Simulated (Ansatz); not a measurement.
# Ru (diamond type): the cost of one run

Method: DFT PBE, with the methods named in each step, in Ansatz 0.2.0.

This is Ru in the diamond structure; at room conditions it is hcp.

## 1. The structure to begin with

Symmetry: Fd-3m, No. 227, cubic system. Conventional cell: a = 5.454 Å, b = 5.454 Å, c = 5.454 Å, α = 90.00°, β = 90.00°, γ = 90.00°. Ru (site symmetry -43m) is surrounded by 4 Ru at 2.36 Å.

Structure file:

```cif
data_structure
_symmetry_space_group_name_H-M 'Fd-3m:1'
_symmetry_Int_Tables_number 227
_cell_length_a 5.4545
_cell_length_b 5.4545
_cell_length_c 5.4545
_cell_angle_alpha 90.000
_cell_angle_beta 90.000
_cell_angle_gamma 90.000
_cell_volume 162.28
loop_
_atom_site_label
_atom_site_type_symbol
_atom_site_symmetry_multiplicity
_atom_site_Wyckoff_symbol
_atom_site_fract_x
_atom_site_fract_y
_atom_site_fract_z
_atom_site_occupancy
Ru1 Ru 8 b 0.00000 0.50000 0.00000 1
```

The file gives the conventional cell by its symmetry; the runs use the cell typed in the input.

Whether this phase is the stable one at these pressures isn't tested.

Atoms are numbered in the order of the input: Ru1, Ru2.

## 2. The reference volume, LAPW

Contents of input.yaml:

```yaml
crystal:
  lattice:
    - [0.0, 2.7272270945, 2.7272270945]
    - [2.7272270945, 0.0, 2.7272270945]
    - [2.7272270945, 2.7272270945, 0.0]
  atoms:
    - { symbol: Ru, position: [-0.125, -0.125, -0.125] }
    - { symbol: Ru, position: [0.125, 0.125, 0.125] }
kpoints:
  mp_grid: { grid: [14, 14, 14] }
  band_path:
    path:
      - [0.0, 0.0, 0.0]
      - [0.5, 0.0, 0.5]
      - [0.625, 0.25, 0.625]
      - [0.375, 0.375, 0.75]
      - [0.0, 0.0, 0.0]
      - [0.5, 0.5, 0.5]
      - [0.5, 0.25, 0.75]
      - [0.5, 0.0, 0.5]
    npoints: 14
scf:
  occupations: { method: fermi_dirac, width: 0.05 }
hamiltonian:
  xc: pbe
  pseudopotentials: { kind: all_electron, lapw: { basis_error: 0.001 } }
output:
  forces: true
  stress: true
  eigenvalues: true
  populations: true
  dos: { projected: true, de: 0.2, e_range: [-14, 8] }
```

Command:

```bash
> ansatz run input.yaml --threads 1 --pin off --max-ram 2048MiB --backend cpu --events-out ev --progress --plain --runs-dir out
```

What time and memory should one allow on 1 thread of Intel Xeon Platinum 8488C (Sapphire Rapids), shared host?

About 37 s, with a peak of 0.59 GiB.
